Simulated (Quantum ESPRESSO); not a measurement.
ZrS2: zone-centre phonons under several settings

```
CELL_PARAMETERS angstrom
3.69138 0.00000 0.00000
-1.84569 3.19683 0.00000
0.00000 0.00000 6.04108
ATOMIC_POSITIONS crystal
Zr 0.00000 0.00000 0.00000
S 0.33333 0.66667 0.23791
S 0.66667 0.33333 0.76209
```

The cell is a database's computed one.

All runs used Quantum ESPRESSO 7.5; k mesh 6 × 6 × 4, shifted; relaxed cell; no spin polarisation; occupations smeared at first, fixed for the response.

| level | potentials | cutoff (eV) | volume (Å³/atom) | pressure (GPa) | lowest optical mode without the field (cm⁻¹) | highest optical mode without the field (cm⁻¹) | sum of the Born charges (e) |
| --- | --- | --- | --- | --- | --- | --- | --- |
| PBEsol | GBRV 1.5 PBEsol | 612 | ? | 0.0 | ? | ? | ? |
| PBE | JTH 2.0 PBE | 490 | 26.02 | -0.1 | 136 | 319 | -0.22 |

Q: What stands in the row left open?

A: Volume 22.37 Å³/atom; lowest optical mode without the field 148 cm⁻¹; highest optical mode without the field 323 cm⁻¹; sum of the Born charges -0.26 e.

Caveats: the layers were relaxed without a dispersion term, so their spacing and the soft interlayer modes are unreliable; this functional lacks dispersion, which binds the layers, so the pressure and a relaxed spacing across them are unreliable; the cutoff is low for these files, which shifts pressure and relaxed volume (some runs).

For the row left open. Caveat: the mesh is thin for the dielectric tensor, Born charges and intensities, which usually come out too large; the layers were relaxed without a dispersion term, so their spacing and the soft interlayer modes are unreliable; the Born charges break their sum rule by 0.26 e, a sign of too thin a mesh; this functional lacks dispersion, which binds the layers, so the pressure and a relaxed spacing across them are unreliable.
